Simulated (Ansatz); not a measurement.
## Band structure of Ba

```
Ba
1.0
     0.00000    3.23267    3.23267
     3.23267    0.00000    3.23267
     3.23267    3.23267    0.00000
Ba
1
Direct
  0.00000 0.00000 0.00000
```

The cell is the one relaxed in the Materials Project (mp-10679), not relaxed further here; entries there can be hypothetical.

No spin–orbit coupling, which matters for the heavy atoms here.

Theory: Ansatz 0.2.0, DFT, PBE, all-electron LAPW, scalar-relativistic.

The runs use a Γ-centred 9×9×9 k mesh, Fermi–Dirac smearing of 0.05 eV, basis error target 0.25 meV/atom, no spin polarisation.

Points in fractions of the reciprocal vectors of this cell: Γ (0, 0, 0), X (0.5, 0, 0.5), U (0.625, 0.25, 0.625), K (0.375, 0.375, 0.75), L (0.5, 0.5, 0.5), W (0.5, 0.25, 0.75). The path joins them by straight lines in the order Γ–X–U–K–Γ–L–W–X; legs that retrace an earlier one aren't tabulated. Energies are in eV from the Fermi level.

Question: Metal or insulator at this level of theory?

Answer: No gap opens: metallic or semimetallic.

Question: Tabulate bands 8 to 12, counted from the lowest band of the run, along the path.

Answer: 
```
k (1/Å)  point  band 8  band 9  band 10  band 11  band 12
   0.00      Γ  -14.04  -14.04    -2.79     1.66     1.66
   0.19         -14.05  -14.05    -2.57     1.36     1.78
   0.39         -14.09  -14.09    -1.98     0.79     1.89
   0.58         -14.13  -14.13    -1.24     0.28     1.30
   0.78         -14.16  -14.16    -0.83    -0.04     1.40
   0.97      X  -14.17  -14.17    -0.78    -0.15     1.73
   1.04         -14.18  -14.17    -0.76    -0.14     1.69
   1.11         -14.19  -14.17    -0.69    -0.09     1.59
   1.18         -14.21  -14.16    -0.58    -0.02     1.44
   1.25         -14.23  -14.16    -0.44     0.06     1.27
   1.32      U  -14.25  -14.15    -0.28     0.11     1.11
   1.43         -14.26  -14.15    -0.16     0.15     0.96
   1.55         -14.26  -14.15    -0.01     0.24     0.75
   1.67         -14.26  -14.15    -0.01     0.24     0.75
   1.79         -14.26  -14.15    -0.16     0.15     0.96
   1.91      K  -14.25  -14.15    -0.28     0.11     1.11
   2.12         -14.25  -14.11    -0.19     0.33     0.73
   2.32         -14.17  -14.08    -1.01     0.64     1.03
   2.53         -14.10  -14.06    -1.90     0.88     1.64
   2.74         -14.06  -14.05    -2.55     1.36     1.76
   2.94      Γ  -14.04  -14.04    -2.79     1.66     1.66
   3.11         -14.05  -14.05    -2.63     1.45     1.73
   3.28         -14.06  -14.06    -2.18     1.05     1.83
   3.45         -14.07  -14.07    -1.59     0.76     1.74
   3.61         -14.09  -14.09    -1.12     0.74     1.59
   3.78      L  -14.09  -14.09    -0.97     0.82     1.53
   3.92         -14.11  -14.10    -0.86     0.70     1.40
   4.06         -14.16  -14.11    -0.54     0.44     1.13
   4.20         -14.22  -14.13    -0.09     0.17     0.85
   4.33         -14.26  -14.16    -0.03     0.36     0.66
   4.47      W  -14.28  -14.18    -0.10     0.60     0.60
   4.57         -14.25  -14.18    -0.19     0.34     0.88
   4.66         -14.22  -14.18    -0.40     0.13     1.18
   4.76         -14.19  -14.18    -0.60    -0.02     1.45
   4.86         -14.18  -14.17    -0.74    -0.12     1.65
   4.96      X  -14.17  -14.17    -0.78    -0.15     1.73
```
